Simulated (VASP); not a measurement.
# ZnS (Wurtzite-2H) (P6_3mc) in VASP: further runs, part 2 of 2

VASP 6.6.1. The steps go on from the part before.

## (3) Single point, BLYP+D3(BJ)

This run uses another cell than the first one, of 19.60 Å³/atom, 1.020 times its volume.

Input file INCAR:

```
PREC = Accurate ; ENCUT = 520
EDIFF = 1E-6 ; ISMEAR = -1
SIGMA = 0.05 ; LREAL = False
LASPH = True ; NELM = 80
ALGO = Normal ; ISIF = 2
LWAVE = False ; LCHARG = False
GGA = B5 ; ALDAX = 1.0
AGGAX = 1.0 ; AGGAC = 1.0
ALDAC = 0.0 ; IVDW = 12
VDW_S6 = 1.0 ; VDW_S8 = 2.6996
VDW_A1 = 0.4298 ; VDW_A2 = 4.2359
NBANDS = 26
```

Input file KPOINTS:

```
regular mesh
0
Gamma
  8 8 5
```

Input file POSCAR:

```
ZnS
1.0
    3.8110000000      0.0000000000      0.0000000000
   -1.9055000000      3.3004228138      0.0000000000
    0.0000000000      0.0000000000      6.2340000000
Zn S
2 2
Direct
    0.6666666667      0.3333333333      0.5000000000
    0.3333333333      0.6666666667      0.0000000000
    0.6666666667      0.3333333333      0.8850000000
    0.3333333333      0.6666666667      0.3850000000
```

Potentials or basis: VASP PAW PBE potentials, release 64 (Zn, S).

Started as:

```console
$ cat potpaw_PBE.64/Zn/POTCAR potpaw_PBE.64/S/POTCAR > POTCAR
$ mpirun -np 1 vasp_std > vasp.out
```

OUTCAR:

```text
PREC = Accurate
   ENCUT = 520
   EDIFF = 1E-6
   ISMEAR = -1
   LREAL = False
   LASPH = True
   NELM = 80
   ISIF = 2
   GGA = B5
   IVDW = 12
 IVDW          = 12

 ion  position               nearest neighbor table
   1  0.667  0.333  0.500-   4 2.31   4 2.31   4 2.31   3 2.40
   2  0.333  0.667  0.000-   3 2.31   3 2.31   3 2.31   4 2.40
   3  0.667  0.333  0.885-   2 2.31   2 2.31   2 2.31   1 2.40
   4  0.333  0.667  0.385-   1 2.31   1 2.31   1 2.31   2 2.40

  LATTYP: Found a hexagonal cell.
 ALAT       =     3.8110000000
 C/A-ratio  =     1.6357911309

  Lattice vectors:

 A1 = (   3.8110000000,   0.0000000000,   0.0000000000)
 A2 = (  -1.9055000000,   3.3004228138,   0.0000000000)
 A3 = (   0.0000000000,   0.0000000000,   6.2340000000)

Analysis of symmetry for initial positions (statically):
=====================================================================
 Subroutine PRICEL returns:
 Original cell was already a primitive cell.

 Routine SETGRP: Setting up the symmetry group for a
 hexagonal supercell.

 Subroutine GETGRP returns: Found 12 space group operations
 (whereof  6 operations were pure point group operations)
 out of a pool of 24 trial point group operations.

The static configuration has the point symmetry C_3v.
 The point group associated with its full space group is C_6v.

Analysis of symmetry for dynamics (positions and initial velocities):
=====================================================================
 Subroutine PRICEL returns:
 Original cell was already a primitive cell.

 Routine SETGRP: Setting up the symmetry group for a
 hexagonal supercell.

 Subroutine GETGRP returns: Found 12 space group operations
 (whereof  6 operations were pure point group operations)
 out of a pool of 24 trial point group operations.

The dynamic configuration has the point symmetry C_3v.
[... 119 lines left out ...]
   ISMEAR =    -1;   SIGMA  =   0.05  broadening in eV -4-tet -1-fermi 0-gaus
   EFERMI_NEDOS =   21; number of points for ismear=-14 and -15
   IALGO  =     38    algorithm
   IMIX   =      4    mixing-type and parameters
     AMIX     =   0.40;   BMIX     =  1.00
     AMIX_MAG =   1.60;   BMIX_MAG =  1.00
  volume/ion in A,a.u.               =      19.60       132.29
  Fermi-wavevector in a.u.,A,eV,Ry     =   1.262943  2.386617 21.701647  1.595026
  Thomas-Fermi vector in A             =   2.396326
   LORBIT       =      0    0 simple, 1 ext, 2 COOP (PROOUT), +10 PAW based schemes
   GGA     = B5    functional components
   LHFCALC =     F    Hartree Fock is set to
   AEXX    =    0.0000 exact exchange contribution
   IVDW    =    12    specifies the selected vdW correction
   LEPSILON=     F    determine dielectric tensor
   LRPA    =     F    only Hartree local field effects (RPA)
 non-spin polarized calculation
  energy-cutoff  :      520.00
  volume of cell :       78.41
 maximum number of plane-waves:      2128
   NGX = 15   NGY = 15   NGZ = 23

 number of electron      35.9999977 magnetization

 Free energy of the ion-electron system (eV)
  ---------------------------------------------------
  ext. energy  EPLUGINS =         0.00000000
  ---------------------------------------------------
  free energy    TOTEN  =       -11.49848753 eV

  energy without entropy =      -11.49848753  energy(sigma->0) =      -11.49848753

 E-fermi :   3.5880     XC(G=0):  -9.1372

 val. band max:        2.5366136130   @ k =   0.0000   0.0000   0.0000
 cond. band min:       4.7956291141   @ k =   0.0000   0.0000   0.0000
 fundamental gap:      2.2590155011
 Fermi energy:         3.5879996676

 k-point     1 :       0.0000    0.0000    0.0000
  band No.  band energies     occupation
      1     -10.6205      2.00000
      2      -9.7152      2.00000
      3      -3.9271      2.00000
      4      -3.9271      2.00000
      5      -3.8627      2.00000
      6      -3.8627      2.00000
[... 685 lines left out ...]
     25      11.6680      0.00000
     26      11.9998      0.00000

 [... further k-points ...]

------------------------ aborting loop because EDIFF is reached ----------------------------------------

 Edisp (eV)   -2.68271

 E8    (eV) :    -1.8757

  FORCE on cell =-STRESS in cart. coord.  units (eV):
  Direction    XX          YY          ZZ          XY          YZ          ZX
  --------------------------------------------------------------------------------------
  -------------------------------------------------------------------------------------
  Total       0.38373     0.38373    -0.56128     0.00000     0.00000     0.00000
  in kB       7.84086     7.84086   -11.46863     0.00000     0.00000     0.00000
  external pressure =        1.40 kB  Pullay stress =        0.00 kB

 VOLUME and BASIS-vectors are now :
 -----------------------------------------------------------------------------
  energy-cutoff  :      520.00
  volume of cell :       78.41
      direct lattice vectors                 reciprocal lattice vectors
     3.811000000  0.000000000  0.000000000     0.262398321  0.151495741  0.000000000
    -1.905500000  3.300422814  0.000000000     0.000000000  0.302991482  0.000000000
     0.000000000  0.000000000  6.234000000     0.000000000  0.000000000  0.160410651

 POSITION                                       TOTAL-FORCE (eV/Angst)
 -----------------------------------------------------------------------------------
      1.90550      1.10014      3.11700        -0.000000      0.000000      0.350880
     -0.00000      2.20028      0.00000         0.000000     -0.000000      0.350880
      1.90550      1.10014      5.51709         0.000000     -0.000000     -0.350880
     -0.00000      2.20028      2.40009         0.000000     -0.000000     -0.350880
 -----------------------------------------------------------------------------------
    total drift:                               -0.000000     -0.000001      0.000225

  FREE ENERGIE OF THE ION-ELECTRON SYSTEM (eV)
  ---------------------------------------------------
  free  energy   TOTEN  =       -14.1811972828 eV

  energy  without entropy=      -14.1811972828  energy(sigma->0) =      -14.18119728
```

OSZICAR:

```text
N       E                     dE             d eps       ncg     rms          rms(c)
DAV:   1     0.253465540686E+03    0.25347E+03   -0.17004E+04  1560   0.166E+03
DAV:   2     0.132967190839E+02   -0.24017E+03   -0.22975E+03  1592   0.356E+02
DAV:   3    -0.119305195769E+02   -0.25227E+02   -0.24979E+02  1910   0.115E+02
DAV:   4    -0.125315345327E+02   -0.60101E+00   -0.59964E+00  1806   0.179E+01
DAV:   5    -0.125409287915E+02   -0.93943E-02   -0.93921E-02  1920   0.217E+00    0.933E+00
DAV:   6    -0.114976608190E+02    0.10433E+01   -0.20455E+00  2366   0.400E+01    0.735E+00
DAV:   7    -0.115042587011E+02   -0.65979E-02   -0.14112E+00  1670   0.691E+00    0.409E+00
DAV:   8    -0.114979755001E+02    0.62832E-02   -0.39564E-02  2038   0.203E+00    0.124E+00
DAV:   9    -0.114983350927E+02   -0.35959E-03   -0.79379E-03  1946   0.135E+00    0.196E-01
DAV:  10    -0.114984113524E+02   -0.76260E-04   -0.58252E-04  1838   0.244E-01    0.589E-02
DAV:  11    -0.114984898248E+02   -0.78472E-04   -0.12638E-04  1636   0.100E-01    0.454E-02
DAV:  12    -0.114984874839E+02    0.23410E-05   -0.11744E-05  2234   0.395E-02    0.489E-03
DAV:  13    -0.114984875344E+02   -0.50555E-07   -0.22393E-06  1490   0.924E-03
   1 F= -.14181197E+02 E0= -.14181197E+02  d E =-.210131E-10
```

Wall time 28 s (1 thread of Intel Xeon 6975P-C (Granite Rapids), shared host); peak memory 0.21 GiB.

What came out:

- Free energy: -14.1812 eV
- Pressure: 0.1 GPa
- Largest force: 0.351 eV/Å
- Band gap on the k mesh: 2.26 eV, direct
- Dispersion energy per atom: -0.671 eV

Forces on the atoms (eV/Å):
```
Zn   0.000  0.000  0.351
Zn   0.000  0.000  0.351
S    0.000  0.000 -0.351
S    0.000  0.000 -0.351
```

Levels at points of the mesh, in eV from the valence-band top:
```tsv
k point	band 14	band 15	band 16	band 17	band 18	band 19	band 20	band 21	band 22	band 23
(0.00, 0.00, 0.00)	-0.85	-0.85	-0.01	-0.01	0.00	2.26	3.01	6.35	6.35	6.66
(0.50, 0.00, 0.00)	-4.21	-3.11	-2.22	-1.52	-0.97	3.69	4.28	5.30	7.23	7.43
```

Caveat: the PAW data sets were made with another functional, which shifts forces and pressure a little.

## (4) Comparison with measurements

Step 2. Against the measured gap of ZnS, 3.911 eV (direct; 4 K; a printed reference work, monograph), the calculated 2.12 eV is off by -1.79 eV. The value is that of LDA, without temperature or zero-point motion. Semilocal functionals fall short of measured gaps as a rule.

Step 3. A measured gap of ZnS is 3.911 eV (direct; 4 K; a printed reference work, monograph); the calculated 2.26 eV misses it by -1.65 eV. The value is that of BLYP+D3(BJ), without temperature or zero-point motion. Semilocal functionals fall short of measured gaps as a rule.
